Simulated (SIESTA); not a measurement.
Runs of SIESTA 5.4.2 on Ca. Symmetry: Fm-3m, No. 225, cubic system. Conventional cell: a = 5.588 Å, b = 5.588 Å, c = 5.588 Å, α = 90.00°, β = 90.00°, γ = 90.00°. Ca (site symmetry m-3m) has 12 Ca at 3.95 Å as nearest neighbours. 

```csv
level,potentials or basis,gap on the mesh (eV),pressure (GPa)
PW91,"PseudoDojo 0.4 standard (PBE files), DZP (energy shift 0.003 Ry; two zetas on semicore shells; d shell added on Ca)",none,(a)
LDA,"PseudoDojo 0.4 standard (LDA files), DZP (energy shift 0.003 Ry; two zetas on semicore shells; d shell added on Ca)",none,-2.0
AM05,"PseudoDojo 0.4 standard (PBEsol files), DZP (energy shift 0.003 Ry; two zetas on semicore shells; d shell added on Ca)",none,-0.8
PBE,"PseudoDojo 0.4 standard (PBE files), DZP (energy shift 0.003 Ry; two zetas on semicore shells; d shell added on Ca)",none,-0.4
revPBE,"PseudoDojo 0.4 standard (PBE files), DZP (energy shift 0.003 Ry; two zetas on semicore shells; d shell added on Ca)",none,(b)
WC,"PseudoDojo 0.4 standard (PBEsol files), DZP (energy shift 0.003 Ry; two zetas on semicore shells; d shell added on Ca)",none,-1.0
BLYP,"PseudoDojo 0.4 standard (PBE files), DZP (energy shift 0.003 Ry; two zetas on semicore shells; d shell added on Ca)",none,-0.3
RPBE,"PseudoDojo 0.4 standard (PBE files), DZP (energy shift 0.003 Ry; two zetas on semicore shells; d shell added on Ca)",none,(c)
```

Alike in all rows: task single point; no spin polarisation; cell as given; k mesh 8 × 8 × 8; smearing fermi-dirac 0.05 eV; grid cutoff 800 Ry; energy shift 0.003 Ry.

Task: Estimate the missing entries.

Result: (a) -0.6; (b) 0.2; (c) 0.4.

Caveats: the basis of atomic orbitals isn't converged, which shifts pressures, moduli and gaps; the potentials were made for another functional, which shifts forces and pressure (some runs).

A k mesh can miss the band edges.

A gap of «none» marks a metal or a gap under the smearing width.

Not every run made on this cell is shown here.
